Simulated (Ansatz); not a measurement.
Total energies of `CCCN`.

Z-matrix (Å, degrees):
```
C
C 1 1.519
H 1 1.094 2 111.1
H 1 1.092 2 111.7 3 120.2
H 1 1.094 2 111.1 3 -119.6
C 2 1.523 1 112.8 3 59.8
H 2 1.097 1 109.9 3 -62.0
H 2 1.097 1 109.9 3 -178.5
N 6 1.452 2 116.2 1 180.0
H 6 1.096 2 109.2 1 -57.6
H 6 1.096 2 109.2 1 57.6
H 9 1.013 6 110.3 2 58.7
H 9 1.013 6 110.3 2 -58.8
```

Total charge 0; spin multiplicity 1. Geometry: relaxed with PBE0-D4/def2-TZVP. It is one conformer, not always the lowest. Basis def2-TZVPP, Ansatz 0.2.0.

RPA on PBE orbitals: Hartree–Fock energy of these orbitals -173.32062 Eh, correlation -1.25714 Eh (frozen core).

```
             functional  energy without D4 (Eh)  D4 term (kJ/mol)
            LDA (SPW92)              -172.95329                 –
                    PBE              -174.31186             -18.6
                 revPBE              -174.49793             -68.5
                   BLYP              -174.45727             -42.1
                 r2SCAN              -174.44387              -4.8
                 B97M-V              -174.54654                 –
                   PBE0              -174.34104             -15.4
                  B3LYP              -174.56534             -29.4
                r2SCANh              -174.43780              -5.0
                r2SCAN0              -174.42947              -5.4
HSE06 (plane-wave form)              -174.33024             -14.1
                  BHLYP              -174.44274             -19.4
              CAM-B3LYP              -174.45885             -15.2
                LC-ωPBE              -174.45425                 –
                ωB97X-V              -174.50338                 –
                ωB97M-V              -174.45383                 –
                 B2PLYP              -174.39128                 –
               PBE-QIDH              -174.31926                 –
```

B3LYP takes the VWN-RPA correlation (the form of Gaussian; ORCA's B3LYP/G). HSE06 is the plane-wave form, built on full-range PBE exchange. The double hybrids freeze the cores in their second-order part.

LC-ωPBE has ω = 0.4 bohr⁻¹.
